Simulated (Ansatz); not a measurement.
# WC under changes of volume

One of the cells (10.542 Å³/atom); the others are scaled copies at fixed shape and fractional positions:

```
W C
1.0
     0.00000    2.19268    2.19268
     2.19268    0.00000    2.19268
     2.19268    2.19268    0.00000
W C
1 1
Direct
  0.00000 0.00000 0.00000
  0.50000 0.50000 0.50000
```

Measurements of this composition are mostly on another form, of space group No. 187.

```yaml
Program: Ansatz 0.2.0
Functional: r2SCAN
Potentials_or_basis: Ansatz PAW
Cutoff: "500 eV (not typed: the program's choice for these potentials)"
k_mesh: 10 × 10 × 10
Occupations: fermi-dirac, width 0.05 eV
Spin: no spin polarisation
```

```csv
volume (Å³/atom),energy over the lowest point (meV/atom),pressure (GPa)
9.910,28.27,20.0
10.120,8.28,10.6
10.331,0.00,2.2
10.542,2.23,-5.4
10.753,13.89,-12.2
10.964,?,?
11.175,61.82,-23.8
```

Problem. What does the run at 10.964 Å³/atom give?

Solution. Energy over the lowest point 34.05 meV/atom; pressure -18.3 GPa.

Worked out: A Birch-Murnaghan fit of order 3 (a polynomial in V^(-2/3)) to the other rows has its minimum at 10.39 Å³/atom with B0 = V·E''(V) = 382 GPa and B' = 4.4. It gives 34.06 meV/atom at 10.964 Å³/atom, against the run's 34.05, and -dE/dV = -18.3 GPa, against -18.3.

Energies are extrapolated to zero smearing.

Caveats: the PAW data sets come from PBE, with cores solved anew for the run's functional, which leaves a small shift of forces and pressure.
